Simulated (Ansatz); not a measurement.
A crystal relaxed with r2SCAN in Ansatz has space group Pm-3m (No. 221) and a = 3.179 Å.

```
atom  site       x       y       z
  Xx    1a  0.0000  0.0000  0.0000
   F    1b  0.5000  0.5000  0.5000
```

With r2SCAN the valence top lies at M and the conduction bottom at Γ, 7.72 eV higher; the smallest vertical gap, at Γ, is 7.75 eV. HSE06 gives an indirect gap of 8.92 eV, from M to Γ; the least direct gap is 8.95 eV at Γ. The PBE gap is indirect, 6.82 eV (M to Γ), below the direct gap of 6.85 eV at Γ. Meshes: r2SCAN 8×8×8, HSE06 6×6×6, PBE 8×8×8. r2SCAN's ε∞ is 2.1 in all directions.

Problem. Which element is Xx?
A. Li
B. K
C. Rb
D. Na

Solution. B. Xx is K: KF in the CsCl structure. K is surrounded by 8 F at 2.75 Å; F is surrounded by 8 K at 2.75 Å.

Spin-unpolarised throughout. Whether this structure exists isn't addressed.

The meshes of the hybrids are coarse, so their gaps aren't converged to the digits shown.
